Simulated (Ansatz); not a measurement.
Au:

```
Au
1.0
    -1.65727    1.65727    1.65727
     1.65727   -1.65727    1.65727
     1.65727    1.65727   -1.65727
Au
1
Direct
  0.00000 0.00000 0.00000
```

This isn't the form of Au at room conditions, which is fcc.

Base run:

```yaml
Program: Ansatz 0.2.0
Functional: BLYP
Potentials_or_basis: Ansatz PAW
Cutoff: "420 eV (not typed: the program's choice for these potentials)"
k_mesh: 11 × 11 × 11
Occupations: fermi-dirac, width 0.05 eV
Spin: no spin polarisation
```

Its results: band gap on the k mesh none (metal or under the smearing width); pressure 9.1 GPa.

**Question.** After a change of settings the same cell gave: band gap on the k mesh none (metal or under the smearing width); pressure -4.1 GPa. Which change was it?
A. functional from BLYP to r2SCAN; cutoff from 420 eV (not typed: the program's choice for these potentials) to 500 eV (not typed: the program's choice for these potentials)
B. functional from BLYP to revPBE
C. functional from BLYP to RPBE

**Answer.** A.

Caveats: spin-orbit coupling is left out, which moves the levels of the heavy elements; the PAW data sets come from PBE, with cores solved anew for the run's functional, which leaves a small shift of forces and pressure.

Runs at the PBE level aren't shown here.
